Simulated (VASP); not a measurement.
# Zone-centre gap, electron mass and valley distances of InAs (F-43m) under biaxial (001) strain at HSE06

Stretching InAs by 2 % in the (001) plane takes 0.242 eV off its zone-centre gap, yet compressing it by the same amount adds only 0.022 eV. A volume effect alone would give changes of similar size and opposite sign. The difference matters for strained layers, where the gap sets the absorption edge and the electron mass sets confinement energies and transport. We follow the lowest conduction level at Γ, the electron mass along the normal and in the plane, and the Δ and L valleys, at HSE06 without spin-orbit coupling. Level energies are counted from the valence-band top at Γ, and changes from the unstrained cell.

## Method

The start is a typed prototype cell. The crystal was relaxed with PBEsol. Equal strain is imposed in the (001) plane; the strain along the normal is adjusted until the normal stress vanishes, and the atoms are relaxed with PBEsol. VASP 6.6.1, plane waves with PAW, cutoff 450 eV, no spin polarisation. Band edges are single points at HSE06 (no spin-orbit coupling) on these cells, k mesh 4×4×4, read on short lines of k points at the zone centre and through the valleys; energies are counted from the valence-band top at the zone centre. Masses are fitted within 0.05 1/Å of the zone centre. All levels use the PAW data sets made with PBE.

Notes on method and selection:

- A valley's energy from the valence-band top holds the shift of that top as well as the shift of the valley.
- The gap closes at PBEsol in some of these cells, so their relaxation was done on a slightly metallic state, which can put single points off the line.
- Runs that did not converge, have known faults or may not be shown are not listed, and runs on Ansatz's PAW sets soft_1 and soft_2 are kept to separate tables.

Columns:

- strain (%): strain in the plane (tension positive).
- Γ level (eV): lowest conduction level at Γ.
- Δ valley (eV): lowest conduction level along Γ–X.
- L valley (eV): lowest conduction level at the L points.
- mass, normal (mₑ): electron mass at Γ along the normal.
- mass, plane (mₑ): electron mass at Γ in the plane.

## Computed values

| member | sign of the strain | strain (%) | Γ level (eV) | Δ valley (eV) | L valley (eV) | mass, normal (mₑ) | mass, plane (mₑ) |
| --- | --- | --- | --- | --- | --- | --- | --- |
| −2 % | compression | −2.0 | 0.489 | 2.008 | 1.585 | 0.0386 | 0.0306 |
| −1 % | compression | −1.0 | 0.480 | 2.096 | 1.619 | 0.0339 | 0.0299 |
| −0.5 % | compression | −0.5 | 0.474 | 2.139 | 1.630 | 0.0314 | 0.0295 |
| 0 % | compression | 0.0 | 0.467 | 2.181 | 1.638 | 0.0290 | 0.0290 |
| 0 % | tension | 0.0 | 0.467 | 2.181 | 1.638 | 0.0290 | 0.0290 |
| +0.5 % | tension | 0.5 | 0.406 | 2.117 | 1.589 | 0.0266 | 0.0286 |
| +1 % | tension | 1.0 | 0.345 | 2.056 | 1.539 | 0.0242 | 0.0280 |
| +2 % | tension | 2.0 | 0.225 | 1.942 | 1.436 | 0.0196 | 0.0268 |

Least-squares fits to the whole series, with x = strain (%); R² and errors in the fitted variable (y, or ln y where the fit is in ln y):

| y | sign of the strain | members | fit | R² | rms residual | leave-one-out rms | the same for the mean of the others |
| --- | --- | --- | --- | --- | --- | --- | --- |
| Γ level (eV) | compression | 4 | y = 0.4680 − 0.01086 x | 0.99 | 8.9×10⁻⁴ | 0.0026 | 0.011 |
| Γ level (eV) | tension | 4 | y = 0.46660 − 0.12097 x | 1.00 | 4.1×10⁻⁴ | 0.0012 | 0.12 |
| Δ valley (eV) | compression | 4 | y = 2.1818 + 0.086629 x | 1.00 | 6.9×10⁻⁴ | 0.0020 | 0.085 |
| Δ valley (eV) | tension | 4 | y = 2.1782 − 0.11909 x | 1.00 | 0.0025 | 0.0072 | 0.12 |

## What drives the series

From −2 % to +2 % strain the mass along the normal falls from 0.0386 to 0.0196 mₑ, while the mass in the plane falls only from 0.0306 to 0.0268 mₑ. The L valley is the nearest side valley in every row. It lies 1.096 eV above the Γ conduction level at −2 %, 1.171 eV at zero strain and 1.211 eV at +2 %. The Δ valley is at least 1.5 eV above the Γ level in every row.

A model with two parameters, a and s, accounts for the uneven gap. Let x be the strain in %.

First, tension enlarges the cell, because the contraction along the normal makes up for only part of the in-plane expansion. The antibonding s-like conduction level then sinks towards the mean of the three upper valence levels, by a·x.

Second, strain splits those three p-like levels. Compression tilts the bonds towards the normal, which lowers p_z and raises the pair p_x, p_y; tension does the reverse. If the splitting is s·|x| and the mean is kept, the pair moves by one third of the splitting and the single level by two thirds.

Under compression the pair is on top, raised by s|x|/3:

E(x) = E(0) + (a − s/3)·|x|

Under tension the single level is on top, raised by 2sx/3:

E(x) = E(0) − (a + 2s/3)·x

The two effects therefore oppose each other under compression and add under tension.

The masses follow without a further parameter. Motion along a given axis mixes the conduction level with the p level pointing along that axis, at a distance D below it. For so light an electron the mass is nearly proportional to D:

m(x) = m(0)·D(x)/D(0)

For the mass along the normal, D is counted from p_z; for the mass in the plane, from the pair.

## The model against the table

We fix the two parameters on the −1 % and +1 % members, with the unstrained cell as reference.

- Compression: a − s/3 = 0.480 − 0.467 = 0.013 eV per %
- Tension: a + 2s/3 = 0.467 − 0.345 = 0.122 eV per %
- Splitting: s = 0.122 − 0.013 = 0.109 eV per %
- Volume part: a = 0.013 + 0.109 / 3 = 0.049 eV per %

The gap of the other four strained members follows.

- −2 %: 0.467 + 2 × 0.013 = 0.493 eV; table 0.489 eV
- −0.5 %: 0.467 + 0.5 × 0.013 = 0.4735 eV; table 0.474 eV
- +0.5 %: 0.467 − 0.5 × 0.122 = 0.406 eV; table 0.406 eV
- +2 %: 0.467 − 2 × 0.122 = 0.223 eV; table 0.225 eV

For the masses at ±2 % the splitting is 2 × 0.109 = 0.218 eV. It is added to the gap when the p level concerned is not the top one.

- −2 %, plane: 0.0290 × 0.493 / 0.467 = 0.0306 mₑ; table 0.0306 mₑ
- −2 %, normal: 0.0290 × (0.493 + 0.218) / 0.467 = 0.0442 mₑ; table 0.0386 mₑ
- +2 %, plane: 0.0290 × (0.223 + 0.218) / 0.467 = 0.0274 mₑ; table 0.0268 mₑ
- +2 %, normal: 0.0290 × 0.223 / 0.467 = 0.0138 mₑ; table 0.0196 mₑ

The L valley gives a separate check on s, because (001) strain leaves the L points equivalent. Its level falls by 0.019 eV at −1 % and by 0.099 eV at +1 %. Linear shifts of the valley cancel in the sum, 0.019 + 0.099 = 0.118 eV, which leaves the valence-top part and lies close to the 0.109 eV found from the gap.

## Residuals

Largest departures from the fit to the whole series:

| member | sign of the strain | Γ level (eV) | fit | computed − fit | in rms residuals |
| --- | --- | --- | --- | --- | --- |
| +1 % | tension | 0.345 | 0.346 | −0.001 | 1.5 |
| −1 % | compression | 0.480 | 0.479 | +0.001 | 1.3 |
| 0 % | compression | 0.467 | 0.468 | −0.001 | 1.1 |
| 0 % | tension | 0.467 | 0.467 | 0.000 | 1.0 |

The gap departs most at −2 %, where the computed value is 0.004 eV below the model. The assumption of linear shifts is slightly off there, but the relaxation on a slightly metallic PBEsol state may also contribute, so we attach no physical cause to it.

The mass along the normal fails clearly. The computed value is 0.0442 − 0.0386 = 0.0056 mₑ below the model at −2 % and 0.0196 − 0.0138 = 0.0058 mₑ above it at +2 %, so only about 0.6 of the predicted change appears. The likely cause is the assumption of a parabolic band. With ħ²/2mₑ = 3.8 eV Å², a parabola would reach 3.8 × 0.05² / 0.0290 = 0.33 eV at the edge of the fitting range, which is comparable with the gap. The fitted mass is then an average over a bending band, and it is raised most where D is smallest, which has the right sign on both sides. The same averaging should act in the plane, but there the model predicts a change of only 0.0306 − 0.0290 = 0.0016 mₑ at −2 %, so the good agreement of the in-plane masses is a weak test.

The Δ valley falls by 2.181 − 2.096 = 0.085 eV at −1 % and by 2.181 − 2.056 = 0.125 eV at +1 %. The sum, 0.085 + 0.125 = 0.210 eV, is about twice what the valence top supplies. Here the valley itself splits: compression favours the in-plane valleys and tension the one along the normal.

## Rules of thumb and their limits

Between −2 % and +2 % the model gives the tabled gaps to 0.004 eV and the in-plane masses to 0.0006 mₑ. For the mass along the normal it gives only the direction of change.

Spin-orbit coupling, left out here, raises the valence top and lowers the gap by roughly 0.1 eV. That is far more than the 0.022 eV range under compression, though less than the full spread of 0.489 − 0.225 = 0.264 eV. It also mixes the split valence levels, so that the top initially rises by s/3 under tension instead of 2s/3. The initial loss of gap then softens from 0.122 to roughly 0.09 eV per %, while the initial slope under compression stays as it is. Warming to room temperature lowers the gap by roughly another 0.06 eV.
